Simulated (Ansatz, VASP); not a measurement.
**AlN: VASP beside Ansatz**

The input POSCAR:

```
AlN
1.0
    3.0971630264      0.0000000000      0.0000000000
   -1.5485815132      2.6822218605      0.0000000000
    0.0000000000      0.0000000000     10.0339432529
Al N
4 4
Direct
    0.0000000000      0.0000000000     -0.0012654039
    0.3333333333      0.6666666667      0.2498392880
    0.0000000000      0.0000000000      0.4987345961
    0.6666666667      0.3333333333      0.7498392880
    0.0000000000      0.0000000000      0.1882105907
    0.3333333333      0.6666666667      0.4382155251
    0.0000000000      0.0000000000      0.6882105907
    0.6666666667      0.3333333333      0.9382155251
```

Contents of INCAR.step1:

```
PREC     = Accurate       # precision mode
ENCUT    = 520            # plane-wave cutoff, eV
ISMEAR   = 0              # smearing method
SIGMA    = 0.01           # smearing width, eV
LREAL    = F              # projectors in reciprocal space
LASPH    = T              # aspherical terms in the spheres
NELM     = 100            # most SCF steps
NBANDS   = 26             # bands
GGA      = PE             # functional
ALGO     = Normal         # electronic algorithm
EDIFF    = 1E-4           # SCF threshold, eV
LWAVE    = T              # write WAVECAR
LCHARG   = F              # write CHGCAR
```

INCAR.step2

```
PREC     = Accurate       # precision mode
ENCUT    = 520            # plane-wave cutoff, eV
EDIFF    = 1E-6           # SCF threshold, eV
ISMEAR   = 0              # smearing method
SIGMA    = 0.01           # smearing width, eV
LREAL    = F              # projectors in reciprocal space
LASPH    = T              # aspherical terms in the spheres
NELM     = 100            # most SCF steps
ALGO     = Normal         # electronic algorithm
ISIF     = 2              # what is computed and relaxed
LWAVE    = F              # write WAVECAR
LCHARG   = F              # write CHGCAR
METAGGA  = R2SCAN         # meta-GGA
LMIXTAU  = T            
NBANDS   = 26             # bands
ISTART   = 1
```

The input KPOINTS:

```
Automatic mesh
0
Gamma
  12 12 4
```

Input for Ansatz:

```yaml
crystal:
  lattice:
    - [3.0971630264, 0.0, 0.0]
    - [-1.5485815132, 2.6822218605, 0.0]
    - [0.0, 0.0, 10.0339432529]
  atoms:
    - { symbol: Al, position: [0.0, 0.0, -0.0012654039] }
    - { symbol: Al, position: [0.3333333333, 0.6666666667, 0.249839288] }
    - { symbol: Al, position: [0.0, 0.0, 0.4987345961] }
    - { symbol: Al, position: [0.6666666667, 0.3333333333, 0.749839288] }
    - { symbol: "N", position: [0.0, 0.0, 0.1882105907] }
    - { symbol: "N", position: [0.3333333333, 0.6666666667, 0.4382155251] }
    - { symbol: "N", position: [0.0, 0.0, 0.6882105907] }
    - { symbol: "N", position: [0.6666666667, 0.3333333333, 0.9382155251] }
kpoints:
  mp_grid: { grid: [12, 12, 4] }
  band_path:
    path:
      - [0.0, 0.0, 0.0]
      - [0.5, 0.0, 0.0]
      - [0.3333333333, 0.3333333333, 0.0]
      - [0.0, 0.0, 0.5]
      - [0.5, 0.0, 0.5]
      - [0.3333333333, 0.3333333333, 0.5]
      - [0.0, 0.5, 0.0]
    npoints: 1
hamiltonian:
  xc: r2scan
scf:
  occupations: { method: fixed }
  n_extra_bands: 6
output:
  forces: true
  stress: true
  eigenvalues: true
```

Alike in both runs: task single point; functional r2SCAN; k mesh 12 × 12 × 4; no spin polarisation.

|  | VASP | Ansatz |
| --- | --- | --- |
| version | VASP 6.6.1 | Ansatz 0.2.0 |
| potentials or method | VASP PAW PBE potentials, release 64 (Al, N) | plane waves, PAW |
| plane-wave cutoff (eV) | 520 | 500 |
| occupations | gaussian, width 0.01 eV | fixed |
| valence electrons in the cell | 32 | 32 |

VASP gave:

```
gap on the k mesh at the Fermi level (eV) : 4.66
pressure (GPa)                            : -0.4
```

Task: What did Ansatz give for the same quantities?

Result: gap on the k mesh at the Fermi level (eV): 4.67; pressure (GPa): 0.0.

Caveats: the PAW data sets were made with another functional, which shifts forces and pressure a little (VASP). A k mesh can miss the band edges. r2SCAN opens gaps a little over a GGA but as a rule still falls short of measured ones.
